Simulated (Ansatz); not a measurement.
Crystal: CoO.

```xyz
2
Lattice="1.5055 0.8692 2.4399 -1.5055 0.8692 2.4399 0.0000 -1.7384 2.4399" Properties=species:S:1:pos:R:3 pbc="T T T"
Co    0.0000    0.0000    0.0000
O     0.0000    0.0000    3.6599
```

The cell is a database's computed one.

Base run:

```yaml
Program: Ansatz 0.2.0
Functional: PBE
Potentials_or_basis: Ansatz PAW
Cutoff: "420 eV (not typed: the program's choice for these potentials)"
k_mesh: 9 × 9 × 9
Occupations: fermi-dirac, width 0.05 eV
Spin: collinear spin, ferromagnetic start
Starting_moments: "[0.5, 0.0] μB"
Fixed_moment: 0.5 μB
```

Its results: pressure -16.8 GPa; site moments Co +0.50; O -0.03 μB.

The run is repeated on the same cell with these changes: fixed moment from 0.5 μB to 3 μB; moments at the start from [0.5, 0.0] to [3.0, 0.0]. What comes out?

Pressure 0.9 GPa; site moments Co +2.54; O +0.34 μB.

Caveats: the total moment is fixed, so each spin has its own Fermi level; a cell with one magnetic atom can't hold antiferromagnetic order, which such compounds often take; the thresholds are loose for stress.
